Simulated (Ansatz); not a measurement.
## SnO2: enthalpy against pressure

SnO2, P4_2/mnm, a = 4.760 Å, c = 3.201 Å. Ansatz: r2SCAN, PAW, 500 eV, Γ-centred 6×6×8 mesh on 6 atoms, Gaussian smearing 0.02 eV; no spin polarisation. Cell and atoms are relaxed at each pressure, and no other structure is tried, so the rows at high pressure may lie past a change of phase. y is the enthalpy over the state at zero pressure; there V0 = 12.086 Å³/atom. The pressures are the targets, met within 0.05 GPa.

```tsv
P (GPa)	y (eV/atom)
-2.0	-0.1516
0.0	0.0000
2.0	0.1502
5.0	0.3728
10.0	?
20.0	1.4460
40.0	2.7961
```

Q: Fit y = c1 P + c2 P² + c3 P³ to the other rows, say what c1 and c2 mean, and predict the missing value.

A: Least squares on the rows shown. y = 0.075421 P − 0.00017416 P² + 9.0507×10⁻⁷ P³. Since dH/dP = V, c1 is V0: 0.075421 eV/GPa × 160.2 = 12.082 Å³ against 12.086; c2 = −V0/(2B0) gives B0 = 217 GPa, where a Birch–Murnaghan fit to the volumes of the same runs (not shown) gives 204 GPa: a cubic over this range folds the higher terms into c2. At P = 10.0 the fit asked for gives 0.7377 eV/atom. The run gave 0.7375 eV/atom, so the fit is 0.0002 eV/atom too high, a small miss on the scale of the series.

The mesh isn't the same in all rows (6×6×8, 6×6×10).